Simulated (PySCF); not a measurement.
Symmetry of computed structures. The calculation used PySCF, PBE0-D3(BJ)/def2-SVP geometry optimisation, gas phase. The symmetry is that of the one conformer found, every atom within 0.08 Å of its image; none is proved a minimum here.

**Question.** `C#CC(F)(F)F`: symmetry, top, dipole?

**Answer.** C3v; prolate symmetric top; symmetry number 3; 6 operations, which sort the 7 atoms into 5 sets; dipole 2.22 D, along the axis; A, B, C = 5739, 2879, 2877 MHz.

**Question.** What symmetry has `[Br:1][CH:2]([Br:3])[Br:4]`?

**Answer.** C3v; oblate symmetric top; symmetry number 3; 6 operations, which sort the 5 atoms into 3 sets; dipole 0.92 D, along the axis; A, B, C = 1241, 1240, 630.1 MHz; heavy atoms equivalent by symmetry: Br1/Br3/Br4.

**Question.** `[O:1]=[C:2]([OH:3])[C:4](=[O:5])[OH:6]` with O1–C2–O3–H 0°, O1–C2–C4–O5 178°, C2–C4–O6–H 180°: symmetry, top, dipole?

**Answer.** C2h; asymmetric top; symmetry number 2; 4 operations, which sort the 8 atoms into 4 sets; dipole forbidden by symmetry (computed 0.06 D); A, B, C = 6143, 3612, 2275 MHz.

**Question.** Point group, rotor type and polarity of `[F:1][CH:2]([F:3])[c:4]1[cH:5][cH+:6]1` (charge +1) with F1–C2–C4–C5 -31°?

**Answer.** Cs; asymmetric top; symmetry number 1; 2 operations, which sort the 9 atoms into 6 sets; dipole about the centre of mass 7.63 D, in the ac plane, which is the mirror; A, B, C = 7530, 2806, 2135 MHz.

**Question.** `[Cl:1][CH2:2][Cl:3]`: symmetry, top, dipole?

**Answer.** C2v; near-prolate asymmetric top; symmetry number 2; 4 operations, which sort the 5 atoms into 3 sets; dipole 1.69 D, along b, the twofold axis; heavy atoms equivalent by symmetry: Cl1/Cl3.

**Question.** aluminum monoiodide (`[Al][I]`) [singlet]: symmetry, top, dipole?

**Answer.** C∞v; linear; symmetry number 1; dipole 1.78 D, along the axis.

**Question.** What symmetry has `[O:1]=[N:2][F:3]`?

**Answer.** Cs; near-prolate asymmetric top; symmetry number 1; 2 operations, which sort the 3 atoms into 3 sets; dipole 0.98 D, in the ab plane, which is the mirror; A, B, C = 99265, 12469, 11078 MHz; heavy atoms equivalent by symmetry: none.

**Question.** `[O:1]=[C:2]=[N:3][c:4]1[cH:5][cH:6][cH:7][cH:8][c:9]1[F:10]` with C2–N3–C4–C5 -179°: symmetry, top, dipole?

**Answer.** Cs; asymmetric top; symmetry number 1; 2 operations, which sort the 14 atoms into 14 sets; dipole 3.03 D, in the ab plane, which is the mirror; A, B, C = 3198, 946.7, 730.5 MHz.
